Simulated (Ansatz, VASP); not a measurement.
# C: VASP beside Ansatz, part 2 of 2

One calculation is typed for both programs; each brings its own data sets. How far apart do they land? The cell is taken from a series of runs on this material, whose earlier steps may have relaxed, scaled, displaced or heated it; both programs get it as it stands.

VASP 6.6.1 and Ansatz 0.2.0.

So far: Set-up; Ansatz: single point, HSE06 with D3(BJ); VASP: single point, HSE06 with D3(BJ).

**3. VASP: single point, HSE06 with D3(BJ) (continued)**

Level of this step: HSE06 with D3(BJ); plane waves and PAW (C) (VASP).

Numbers of over 12 decimals in the logs are rounded to 6 here.

OUTCAR, selected parts (step 3):

```text
ion  position               nearest neighbor table
   1  0.233  0.466  0.699-   4 1.42   4 1.42   4 1.42
   2  0.740  0.479  0.219-   3 1.42   3 1.42   3 1.42
   3  0.073  0.145  0.218-   2 1.42   2 1.42   2 1.42
   4  0.900  0.800  0.700-   1 1.42   1 1.42   1 1.42
   5  0.015  0.029  0.044-   7 1.42   7 1.42   7 1.42
   6  0.958  0.916  0.873-   8 1.42   8 1.42   8 1.42
   7  0.349  0.697  0.046-   5 1.42   5 1.42   5 1.42
   8  0.624  0.248  0.872-   6 1.42   6 1.42   6 1.42

  LATTYP: Found a trigonal (rhomboedric) cell.
 ALAT       =    19.4851647271
 COS(alpha) =     0.9920304820

 Subroutine GETGRP returns: Found 12 space group operations
 (whereof  6 operations were pure point group operations)

The static configuration has the point symmetry C_3v.
 The point group associated with its full space group is D_3d.

 Found     19 irreducible k-points:

   k-points           NKPTS =     19   k-points in BZ     NKDIM =    125   number of bands    NBANDS=     24

   dimension x,y,z NGX =    18 NGY =   18 NGZ =  150
   dimension x,y,z NGXF=    36 NGYF=   36 NGZF=  300

   ENCUT  =  520.0 eV  38.22 Ry    6.18 a.u.   4.57  4.57 36.23*2*pi/ulx,y,z

   NELECT =      32.0000    total number of electrons

 k-points in reciprocal lattice and weights: Automatic mesh
   0.00000000  0.00000000  0.00000000       0.008
   0.20000000 -0.00000000  0.00000000       0.048
   0.40000000 -0.00000000 -0.00000000       0.048
   0.00000000  0.20000000  0.00000000       0.048
   0.20000000  0.20000000 -0.00000000       0.096
   0.40000000  0.20000000 -0.00000000       0.096
  -0.40000000  0.20000000  0.00000000       0.048
   0.00000000  0.40000000 -0.00000000       0.048
   0.20000000  0.40000000  0.00000000       0.048
[...]
0.00000000  0.00000000  0.40000000       0.016
   0.20000000 -0.00000000  0.40000000       0.048

  exchange ACFDT corr.  =         0.00000000  see jH, gK, PRB 81, 115126

 average (electrostatic) potential at core
       1 -49.7470       2 -49.7471       3 -49.7724       4 -49.7724       5 -49.8062
       6 -49.8062       7 -49.7556       8 -49.7556

 E-fermi :   0.4303

 k-point     1 :       0.0000    0.0000    0.0000
  band No.  band energies     occupation
    ...
     12      -2.0870      2.00000
     13      -2.0765      2.00000
     14      -2.0765      2.00000
     15      -2.0752      2.00000
     16      -2.0752      2.00000
     17       5.5834      0.00000
     18       6.2386      0.00000
     19       7.1727      0.00000
     20       9.3083      0.00000
     21       9.3664      0.00000
    ...

 k-point     2 :       0.2000   -0.0000    0.0000
  band No.  band energies     occupation
    ...
     12      -4.8584      2.00000
     13      -3.7178      2.00000
     14      -3.7005      2.00000
     15      -3.6840      2.00000
     16      -3.6771      2.00000
     17       6.8773      0.00000
     18       7.5000      0.00000
     19       8.3668      0.00000
     20      10.2363      0.00000
     21      10.5987      0.00000
    ...

 k-point     3 :       0.4000   -0.0000   -0.0000
  band No.  band energies     occupation
    ...
     12      -5.4880      2.00000
     13      -2.9177      2.00000
     14      -2.5134      2.00000
     15      -2.0262      2.00000
     16      -1.6061      2.00000
     17       5.2224      0.00000
     18       5.4600      0.00000
     19       5.8388      0.00000
     20       6.1478      0.00000
     21      10.0946      0.00000
    ...

 Edisp (eV)   -0.99875

  Total      -2.03761    -2.03761    -0.26715     0.00000     0.00000     0.00000
  in kB     -32.05405   -32.05405    -4.20259     0.00000     0.00000     0.00000
  external pressure =      -22.77 kB  Pullay stress =        0.00 kB

  energy-cutoff  :      520.00
  volume of cell :      101.85
      direct lattice vectors                 reciprocal lattice vectors
     2.460000000  0.000000000  0.000000000     0.406504065  0.234695231  0.017152659
    -1.230000000  2.130422493  0.000000000     0.000000000  0.469390463  0.034305317
     0.000000000 -1.420281662 19.433333333     0.000000000  0.000000000  0.051457976

 POSITION                                       TOTAL-FORCE (eV/Angst)
 -----------------------------------------------------------------------------------
      0.00000      0.00000     13.58650         0.000000      0.000000      0.327354
      1.23000      0.71014      4.24683         0.000000     -0.000000     -0.327354
      0.00000      0.00000      4.22900        -0.000000      0.000000      0.319288
      1.23000      0.71014     13.60433         0.000000     -0.000000     -0.319288
      0.00000     -0.00000      0.85850         0.000000      0.000000      0.647514
      1.23000      0.71014     16.97483         0.000000     -0.000000     -0.647514
      0.00000      1.42028      0.89417         0.000000     -0.000000     -0.652219
      1.23000     -0.71014     16.93917         0.000000      0.000000      0.652219
 -----------------------------------------------------------------------------------
    total drift:                                0.000000      0.000000      0.000003

  FREE ENERGIE OF THE ION-ELECTRON SYSTEM (eV)
  ---------------------------------------------------
  free  energy   TOTEN  =       -85.5138591955 eV

  energy  without entropy=      -85.5138591955  energy(sigma->0) =      -85.51385920

 total charge
# of ion       s       p       d       tot
------------------------------------------
    1        0.869   1.789   0.000   2.658
    2        0.869   1.789   0.000   2.658
    3        0.870   1.786   0.000   2.656
    4        0.870   1.786   0.000   2.656
    5        0.870   1.783   0.000   2.654
    6        0.870   1.783   0.000   2.654
    7        0.869   1.789   0.000   2.658
    8        0.869   1.789   0.000   2.658
--------------------------------------------------
tot          6.956  14.294   0.000  21.250

[... 3 further parts left out ...]
```

The run ends at a pressure of -2.28 GPa, with forces up to 0.65 eV/Å.

**4. Side by side**

Known differences besides the potentials themselves: exact exchange at q = 0 is treated differently, which shows on coarse meshes; VASP keeps PBE cores, Ansatz makes them for the functional; fixed occupations in Ansatz, narrow Gaussian smearing in VASP; the cutoff is 650 eV in Ansatz and 520 eV in VASP; VASP takes a coarser grid for exact exchange (PRECFOCK = Fast). Total energies have different zeros and are not compared.

The two programs side by side:

```csv
quantity,Ansatz,VASP,difference
gap on the k mesh (eV),3.150,3.157,-0.007
```

A gap on the mesh is an upper bound, since the band edges may lie between its points.

**5. Results**

- difference in gap on the k mesh (single point, HSE06 with D3(BJ)): -0.0069 eV

**Reading.** The difference in gap on the k mesh is -0.0069 eV (single point, HSE06 with D3(BJ)), within the 0.08 eV picked in this series as the mark of a large difference. Such differences can come from data sets, numerical settings and the points named under the comparisons, not from the functional's error against experiment.

[Lines on the potential files, build, host, timing and source positions are cut from VASP's logs without a mark.]

[Logs are printed without paths, hosts, clocks, repeated set-up lines and the standing remarks that a program may print on its own settings, such as how far it seeks lower states.]

[Hosts, paths, dates, database ids (printed as entryN), source tags and the programs' standing remarks are cut or masked in the printed files.]
